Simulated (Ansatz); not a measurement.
The cell was built from the zincblende type and relaxed in the same program, and has space group F-43m; it needn't be a known or the stable phase.

Input and log of a run on BeSe: DFT, PBE, all-electron LAPW, scalar-relativistic (Ansatz 0.2.0).

```yaml
crystal:
  lattice:
    - [0.0, 2.5885384557, 2.5885384557]
    - [2.5885384557, 0.0, 2.5885384557]
    - [2.5885384557, 2.5885384557, 0.0]
  atoms:
    - { symbol: Be, position: [0.0, 0.0, 0.0] }
    - { symbol: Se, position: [0.25, 0.25, 0.25] }
kpoints:
  mp_grid: { grid: [14, 14, 14] }
  band_path:
    path:
      - [0.0, 0.0, 0.0]
      - [-0.5, -0.5, 0.0]
      - [-0.375, -0.375, 0.25]
      - [-0.375, 0.0, 0.375]
      - [0.0, 0.0, 0.0]
      - [0.0, 0.0, 0.5]
      - [-0.5, -0.25, 0.25]
      - [-0.5, -0.5, 0.0]
    npoints: 8
scf:
  occupations: { method: fermi_dirac, width: 0.05 }
hamiltonian:
  xc: pbe
  pseudopotentials: { kind: all_electron, lapw: { basis_error: 0.001 } }
output:
  forces: true
  stress: true
  eigenvalues: true
  populations: true
  dos: { projected: true, de: 0.2, e_range: [-14, 8] }
```

The log:

```
Be: projections on atomic orbitals take those of the free atom 1s2 2s2, of charge +0.00 (hamiltonian.pseudopotentials.projection_atoms)
Se: projections on atomic orbitals take those of the free atom 1s2 2s2 2p6 3s2 3p6 3d10 4s2 4p4, of charge +0.00 (hamiltonian.pseudopotentials.projection_atoms)
LAPW: plane waves up to 7.997 Å⁻¹, error target 1.0e-3 eV per atom; small_component_spin mean_spin; Be in spheres of 0.925 Å, 4 of its electrons in bands, Dirac shells []; Se in spheres of 1.316 Å, 24 of its electrons in bands, Dirac shells []
Engine: ansatz 0.2.0
Pseudopotentials: kind: all_electron
Pseudopotential: Be, LAPW, valence charge 4, Koelling and Harmon's equation, gaussian nucleus
Pseudopotential: Se, LAPW, valence charge 24, Koelling and Harmon's equation, gaussian nucleus
Functional definition: PBE
  parameter kappa = 0.804
  parameter beta = 0.06672455060314922
  exchange = pbe_x(kappa = kappa, mu = beta*pi^2/3)
  correlation = pbe_c(beta = beta)
Crystal: 2 atoms, lattice volume = 34.689 Å³
Basis set: ecut = 243.6458973393817 eV, 307 PW (Γ), exchange–correlation at level 2
Bands: 18, of which v1, the nominal top of the filled ones, is band 14 counted from 1 (13 counted from 0)
Symmetry: 24 space group operations
Space group: F-43m (ITA 216), of the structure as read, at distance tolerance 3.3e-5 Å
k-points: 104 of 2744 (time reversal used)
Non-local potential: Be, projectors of the file, none
Non-local potential: Se, projectors of the file, none
Initial density: superposition of atomic densities (chi_scale 0.1, normalization cell, long waves kept (reshape's long-wave potential 0.00 eV rms))
Initial wavefunctions: plane waves of lowest kinetic energy (no species holds an atomic orbital)
Functional: x = pbe(κ = 0.804, μ = 0.2195149727645171), c = pbe(β = 0.06672455060314922)
iter 1 solved again at ethr=1.41e-3 eV; its pass at ethr=1.00e-1 eV (dr2=3.95e-1 eV) is discarded
SCF iter   1: F=—  HF=-66529.260606 eV  |F-HF|=—  |Δ(HF+E_count)|=         —  Δρ=3.09e-2  dr2=3.97e-1  ethr=1.41e-3  ⟨swp⟩=2.0  Hψ=12524  notcnv=0
preconditioner: auto → none  [insulator: Δε(μ)=2.834 eV  Ē_g=12.066 eV  σ=0.050 eV  W_gap=1.00  n_scr=14 (ndim 8)  ℏωp=17.8 eV  f_vac=0.002  D(μ)=0.00/eV (n_scr^D=0)  ε∞_Penn≈3.2]
SCF iter   2: F=—  HF=-66529.178456 eV  |F-HF|=—  |Δ(HF+E_count)|=   8.22e-2  Δρ=1.31e-2  dr2=6.70e-2  ethr=1.41e-3  ⟨swp⟩=2.0  Hψ=5616  notcnv=0
iter 3 solved again at ethr=4.19e-6 eV; its pass at ethr=2.39e-4 eV (dr2=1.17e-3 eV) is discarded
SCF iter   3: F=—  HF=-66529.172451 eV  |F-HF|=—  |Δ(HF+E_count)|=   6.00e-3  Δρ=1.53e-3  dr2=1.18e-3  ethr=4.19e-6  ⟨swp⟩=2.0  Hψ=9390  notcnv=0
SCF iter   4: F=—  HF=-66529.172528 eV  |F-HF|=—  |Δ(HF+E_count)|=         —  Δρ=3.28e-4  dr2=1.91e-5  ethr=4.19e-6  ⟨swp⟩=2.0  Hψ=5200  notcnv=0
the basis was enlarged: its passes take 2.2 MiB over the memory plan, 1 of 1 planned eigensolver slots
SCF iter   5: F=—  HF=-66529.172547 eV  |F-HF|=—  |Δ(HF+E_count)|=   1.95e-5  Δρ=6.87e-5  dr2=9.42e-7  ethr=6.81e-8  ⟨swp⟩=3.0  Hψ=5565  notcnv=0
SCF iter   6: F=—  HF=-66529.172549 eV  |F-HF|=—  |Δ(HF+E_count)|=   1.67e-6  Δρ=2.01e-5  dr2=7.74e-8  ethr=3.36e-9  ⟨swp⟩=3.0  Hψ=5565  notcnv=0
SCF iter   7: F=-66529.172549 eV  HF=-66529.172549 eV  |F-HF|=7.90e-9  |Δ(HF+E_count)|=   3.26e-7  Δρ=3.08e-6  dr2=2.62e-9  ethr=2.76e-10  ⟨swp⟩=3.0  Hψ=5616  notcnv=0
SCF 1 converged in 7 iterations: F = -66529.172549 eV  dr2 = 2.62e-9
NSCF: frozen V_eff on 57 k-points
SCF converged after 7 iterations
Free energy (F): -66529.172549 eV
Harris-Foulkes:  -66529.172549 eV  (|F-HF|=7.90e-9)
Internal energy: -66529.172549 eV  (E = F + TS)
E sigma→0 (E₀):  -66529.172549 eV
Fermi energy:    8.615363 eV
--- Per-component energies (eV) ---
  E_band       = -1797.307398
  E_kinetic    = 68093.502954
  E_xc         = -2475.057654
  E_electrostatic = -132147.617849  (all electrons and nuclei)
  E_smearing   = -0.000000  (= −TS)
  E_closure    = 0.000000  (closes the sum)
  E_atoms      = -66520.352722  (free atoms, spherical and without spin; not in F)
  Σ components = -66529.172549   (vs F -66529.172549, Δ=0.00e0)
  Basis errors (estimates in eV, not in F): energy 5.3e-4 per atom: plane waves 4.8e-4 (2.8e-4 summed), levels above the bands 1.4e-73, relativity 6.0e-9, radial functions 4.7e-5, core shells 5.8e-11; eigenvalues (radial functions only) 1.9e-6; not estimated: angular momenta, meshes, grids; target (lapw.basis_error) 1.0e-3; muffin-tin radii Be 0.925 Å, Se 1.316 Å
--- Forces (eV/Å), atoms counted from 1 ---
  atom   1  Be     0.00000000    -0.00000000     0.00000000
  atom   2  Se    -0.00000000    -0.00000000     0.00000000
  max |Σ_I F_I| component: 4.16e-17 eV/Å
--- Stress (GPa, compression-positive) ---
        0.026084       0.000000       0.000000
        0.000000       0.026084       0.000000
        0.000000       0.000000       0.026084
  P = ⅓ Tr σ = 0.0261 GPa (0.261 kbar)
--- Band table (eV; the first three rows and the last of 104) ---
  k-point 0: bands = ["-199.7162", "-139.1833", "-139.1833", "-139.1833", "-92.5711", "-39.4062", "-39.4062", "-39.4062", "-39.4007", "-39.4007", "-6.4232", "7.2533", "7.2533", "7.2533", "11.4800", "12.2778", "12.2778", "12.2778"]
  k-point 1: bands = ["-199.7162", "-139.1833", "-139.1833", "-139.1833", "-92.5711", "-39.4062", "-39.4062", "-39.4062", "-39.4007", "-39.4007", "-6.3739", "6.7508", "7.1812", "7.1812", "11.6795", "12.3999", "12.3999", "12.5896"]
  k-point 2: bands = ["-199.7162", "-139.1833", "-139.1833", "-139.1833", "-92.5711", "-39.4061", "-39.4061", "-39.4061", "-39.4007", "-39.4007", "-6.2302", "5.6741", "6.9960", "6.9960", "11.7581", "12.7033", "12.7033", "13.6104"]
  k-point 103: bands = ["-199.7162", "-139.1833", "-139.1833", "-139.1833", "-92.5710", "-39.4058", "-39.4054", "-39.4047", "-39.4009", "-39.4003", "-4.6576", "2.8549", "3.6437", "4.0797", "12.8651", "14.0952", "14.8928", "15.7537"]
--- Löwdin populations: 2 sites ---
  site symbol       q [e]
     0     Be      2.6382
     1     Se     35.0323
  spilling = 0.008671 (of n_electrons = 38.000000)
```
